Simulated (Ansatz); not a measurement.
Crystal: Li.

```
Li
1.0
    -1.75465    1.75465    1.75465
     1.75465   -1.75465    1.75465
     1.75465    1.75465   -1.75465
Li
1
Direct
  0.00000 0.00000 0.00000
```

Base run:

* Program: Ansatz 0.2.0
* Functional: revPBE
* Potentials or basis: Ansatz PAW
* Cutoff: 420 eV (not typed: the program's choice for these potentials)
* k mesh: 11 × 11 × 11
* Occupations: fermi-dirac, width 0.05 eV
* Spin: no spin polarisation

Its results: band gap on the k mesh none (metal or under the smearing width); pressure -0.3 GPa.

Question: After a change of settings the same cell gave: band gap on the k mesh none (metal or under the smearing width); pressure -0.9 GPa. Which change was it?
A. functional from revPBE to BLYP
B. functional from revPBE to HF; k mesh from 11 × 11 × 11 to 6 × 6 × 6
C. functional from revPBE to r2SCAN50; cutoff from 420 eV (not typed: the program's choice for these potentials) to 500 eV (not typed: the program's choice for these potentials); k mesh from 11 × 11 × 11 to 6 × 6 × 6
D. functional from revPBE to r2SCAN0; cutoff from 420 eV (not typed: the program's choice for these potentials) to 500 eV (not typed: the program's choice for these potentials); k mesh from 11 × 11 × 11 to 6 × 6 × 6

Answer: A.

Caveats: the potentials were made for another functional, which shifts forces and pressure.

Runs at the PBE level aren't shown here.
